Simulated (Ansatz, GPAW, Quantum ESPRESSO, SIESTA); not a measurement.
**Sr: 6 runs at one level of theory**

```
CELL_PARAMETERS angstrom
0.00000 3.04235 3.04235
3.04235 0.00000 3.04235
3.04235 3.04235 0.00000
ATOMIC_POSITIONS crystal
Sr 0.00000 0.00000 0.00000
```

Alike in all runs: task band structure; functional PBEsol; k mesh 8 × 8 × 8; occupations fermi-dirac, width 0.05 eV; no spin polarisation; no spin-orbit coupling. Pressure is positive in compression and, in plane waves, holds the error of the finite cutoff, which Ansatz's Pulay term estimates and takes out.

```
                                                                                                           program and potentials  plane-wave cutoff (eV)         notes  pressure (GPa)
                                                                                GPAW, PAW data sets generated for this functional                     600             -           -0.85
                                                                                        Ansatz, PAW datasets made for the crystal                     200             -           -0.90
                                                                                                Quantum ESPRESSO, GBRV 1.5 PBEsol                     612             -           -0.89
SIESTA, files PseudoDojo sr-pbesol-0.4.1-standard, DZP (energy shift 0.003 Ry; two zetas on semicore shells; d shell added on Sr)                       -  atomic basis           -0.93
                                                                                   Ansatz, all-electron LAPW, scalar-relativistic                       -             -           -0.90
                                                                            Quantum ESPRESSO, PseudoDojo 0.4.1 SR PBEsol standard                     925             -           -0.90
```

The pressure spans -0.93 (SIESTA, files PseudoDojo sr-pbesol-0.4.1-standard, DZP (energy shift 0.003 Ry; two zetas on semicore shells; d shell added on Sr)) to -0.85 GPa (GPAW, PAW data sets generated for this functional), with all-electron results at -0.90. Rows in atomic bases carry the error of their basis and grid, which can be large.

Differences between rows come from potentials, basis sets and numerical settings, since the functional is the same but for its coding. Runs on potential files found faulty are left out.
